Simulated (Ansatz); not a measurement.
Zone-centre phonons of AlP at 9 GPa: input and output

Theory: DFT PBEsol, scalar-relativistic, plane waves, PAW (Ansatz).

Launched with:
```bash
ansatz run input.yaml --threads 1 --pin off --max-ram 3072MiB --backend cpu --events-out ev --progress --plain --runs-dir out
```

Input (bare energies are in eV):
```yaml
crystal:
  lattice:
    - [0.0, 2.6573210211, 2.6573210211]
    - [2.6573210211, 0.0, 2.6573210211]
    - [2.6573210211, 2.6573210211, 0.0]
  atoms:
    - { symbol: Al, position: [0.0, 0.0, 0.0] }
    - { symbol: P, position: [0.75, 0.75, 0.75] }
basis:
  ecutwfc: 420
kpoints:
  mp_grid: { grid: [10, 10, 10] }
hamiltonian:
  xc: pbesol
scf:
  occupations: { method: fixed }
output:
  eigenvalues: true
phonons:
  method: dfpt
  dielectric: true
  rigid_motions: translations
  eigenvectors: true
```

Results section of the output:
```
--- Phonons (Γ-DFPT): 2 representative perturbations + reference, on 171 of 1000 k-points (Σ response iterations 6) ---
  k mesh reduced under 4 symmetry operations, with k and −k counted as one. Each operation leaves every solved perturbation unchanged. A smaller set is not considered because the run solves the response ...
  ASR residual: 1.492e-4 → 0.000e0 eV/Å²; symmetrization residual: 5.950e-7 eV/Å²
  ASR residual per site (eV/Å²): 2.63e-5 1.49e-4
  Γ frequencies (cm⁻¹): 0.00 0.00 0.00 481.57 481.57 481.57
  ε∞ (high-frequency dielectric tensor):
        8.252218    -0.000000     0.000000
       -0.000000     8.252218     0.000000
        0.000000     0.000000     8.252218
  ε⁰ (static dielectric tensor: ions relaxed, cell fixed):
       10.119993    -0.000000     0.000000
       -0.000000    10.119993     0.000000
        0.000000     0.000000    10.119993
  ε⁰ − ε∞ (ionic part):
        1.867775     0.000000    -0.000000
        0.000000     1.867775    -0.000000
       -0.000000    -0.000000     1.867775
  softest optical mode at Γ: 481.57 cm⁻¹; the repairs (sum rule, projections) moved no ω² at Γ by more than (1.16 cm⁻¹)²
  Born effective charges Z* (e; rows j = field, columns β = displacement):
    site 0:
         2.18260    0.00000    0.00000
         0.00000    2.18260    0.00000
        -0.00000    0.00000    2.18260
    site 1:
        -2.18260   -0.00000   -0.00000
        -0.00000   -2.18260   -0.00000
         0.00000   -0.00000   -2.18260
  Z* charge neutrality: 4.009e-5 e pre-enforcement
  solved inside a basis spanned on kpoints, on 10×10×10 k-points, its susceptibility summed on 14×14×14: ε∞ is read to err by 2.2e-2, Z* by 7.1e-3 e (field_mesh: kpoints solves on kpoints); Z* is corrected for ...
  optical modes at Γ without the LO–TO term, one row a degenerate level:
      ω (cm⁻¹) modes IR ((D/Å)²/amu)
        481.57      3            22.8646
  optical modes at Γ + LO–TO along q̂ = [1.0000, 0.0000, 0.0000]:
      ω (cm⁻¹) modes IR ((D/Å)²/amu)
        481.57      2            15.2430
        533.29      1             7.6215
  optical modes at Γ + LO–TO along q̂ = [0.0000, 1.0000, 0.0000]:
      ω (cm⁻¹) modes IR ((D/Å)²/amu)
        481.57      2            15.2430
        533.29      1             7.6215
  optical modes at Γ + LO–TO along q̂ = [0.0000, 0.0000, 1.0000]:
      ω (cm⁻¹) modes IR ((D/Å)²/amu)
        481.57      2            15.2430
        533.29      1             7.6215
```

It took 12 s on 1 thread of AMD EPYC 9R45 96-Core Processor (Zen 5) (shared host), peak memory 0.55 GiB.